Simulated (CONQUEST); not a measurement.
ZnS:

```xyz
4
Lattice="3.8212 0.0000 0.0000 0.0000 3.8212 0.0000 0.0000 0.0000 5.4040" Properties=species:S:1:pos:R:3 pbc="T T T"
Zn    0.0000    1.9106    1.3510
Zn    1.9106    0.0000    4.0530
S     0.0000    0.0000    0.0000
S     1.9106    1.9106    2.7020
```

Program: CONQUEST 1.3. Alike in all runs: task single point; cell as given.

Task: Order these runs on this cell by their band gap on the k mesh, lowest first.
A. level PBE; potentials or basis PseudoDojo NC PBE, DZ, grid cutoff 120 Ha; spin off; k mesh 7 × 7 × 5; smearing fermi-dirac 0.05 eV
B. level PBE; potentials or basis PseudoDojo NC PBE, SZP, grid cutoff 120 Ha; spin off; k mesh 4 × 4 × 3; smearing fermi-dirac 0.05 eV
C. level PBE; potentials or basis PseudoDojo NC PBE, SZ, grid cutoff 120 Ha; spin off; k mesh 7 × 7 × 5; smearing fermi-dirac 0.05 eV
D. level LDA; potentials or basis PseudoDojo NC LDA, SZP, grid cutoff 120 Ha; spin collinear, zero start; k mesh 5 × 5 × 4; smearing fermi-dirac 0.027 eV

Result: C (1.53 eV), A (2.09 eV), D (2.26 eV), B (2.48 eV).

Caveats: the atomic basis is small; an odd mesh through Γ misses points on the zone boundary, where band edges often lie; the basis of atomic orbitals isn't converged, which shifts pressures, moduli and gaps; the real-space grid breaks the cell's symmetry a little (some runs).

A k mesh can miss the band edges, odd and even meshes differently.
